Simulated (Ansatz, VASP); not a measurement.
One calculation of HfB, two programs

```
Hf B
1.0
     0.00000    2.35531    2.35531
     2.35531    0.00000    2.35531
     2.35531    2.35531    0.00000
Hf B
1 1
Direct
  0.50000 0.50000 0.50000
  0.00000 0.00000 0.00000
```

Change from the starting cell: volume scaled by 1.06.

Alike in both runs: task single point; functional PBEsol; k mesh 10 × 10 × 10; occupations fermi-dirac, width 0.05 eV; no spin polarisation.

```csv
,VASP,Ansatz
version,VASP 6.6.1,Ansatz 0.2.0
potentials or method,"VASP PAW PBE potentials, release 64 (Hf_pv, B)",Ansatz PAW
plane-wave cutoff (eV),520,420
valence electrons in the cell,13,29
```

VASP gave:

* gap on the k mesh at the Fermi level (eV): none
* pressure (GPa): 10.1

Task: Estimate Ansatz's values.

Result: gap on the k mesh at the Fermi level (eV): none; pressure (GPa): 9.5.

A gap of «none» marks a metal or a gap that the smearing closes. With one functional, cell and mesh, what is left measures potentials, basis and numerics. The two sets of potentials don't hold the same shells in valence.

Caveats: the PAW data sets were made with another functional, which shifts forces and pressure a little (VASP); the PAW data sets come from PBE, with cores solved anew for the run's functional, which leaves a small shift of forces and pressure (Ansatz). Spin-orbit coupling is left out, which matters for the levels of Hf.
